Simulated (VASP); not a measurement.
Write the native input for VASP 6.6.1 that does the following.

* Task: relaxation of cell and atoms
* Functional: LDA
* Potentials or basis: VASP PAW LDA potentials, release 64 (Al, N)
* Cutoff: 520 eV
* k mesh: 12 × 12 × 12
* Occupations: gaussian, width 0.02 eV
* Spin: no spin polarisation
* Further INCAR settings: ALGO = Normal; EDIFF = 1e-07; IBRION = 2; EDIFFG = -0.002; NSW = 80; ISIF = 3

The structure of AlN lies in POSCAR:

```
AlN
1.0
    0.0000000000      2.1839935600      2.1839935600
    2.1839935600      0.0000000000      2.1839935600
    2.1839935600      2.1839935600      0.0000000000
Al N
1 1
Direct
    0.0000000000      0.0000000000      0.0000000000
    0.7500000000      0.7500000000      0.7500000000
```

Measurements of this composition are mostly on another form, of space group No. 186.

One way to write it, as run:

INCAR

```
SYSTEM = AlN
PREC = Accurate
ENCUT = 520
EDIFF = 1E-7
ISMEAR = 0
SIGMA = 0.02
LREAL = .False.
LASPH = .True.
NELM = 100
ALGO = Normal
ISIF = 3
LWAVE = .False.
LCHARG = .False.
IBRION = 2
NSW = 80
EDIFFG = -0.002
```

KPOINTS

```
regular mesh
0
Gamma
  12 12 12
  0 0 0
```

Potentials or basis: VASP PAW LDA potentials, release 64 (Al, N).

Command:

```console
$ cat potpaw_LDA.64/Al/POTCAR potpaw_LDA.64/N/POTCAR > POTCAR
$ mpirun -np 1 vasp_std > vasp.out
```

It gave:

| Item | Value |
| --- | --- |
| Relaxed volume | 10.27 Å³/atom |
| Relaxed cell | a = 3.074 Å, b = 3.074 Å, c = 3.074 Å, α = 60.00°, β = 60.00°, γ = 60.00° |
| Space group after relaxing (to 0.05 Å) | F-43m (No. 216) |
| Energy gained by relaxing | 1.4 meV/atom |
| Ionic steps | 3 |
| Pressure after relaxing | 0.0 GPa |
| Band gap on the k mesh | 3.23 eV, indirect (least direct gap 4.37 eV) |

Wall time 13 s on 1 thread of Intel(R) Xeon(R) Platinum 8259CL CPU @ 2.50GHz (Skylake/Cascade Lake), with other jobs on the host, peak memory 0.13 GiB.
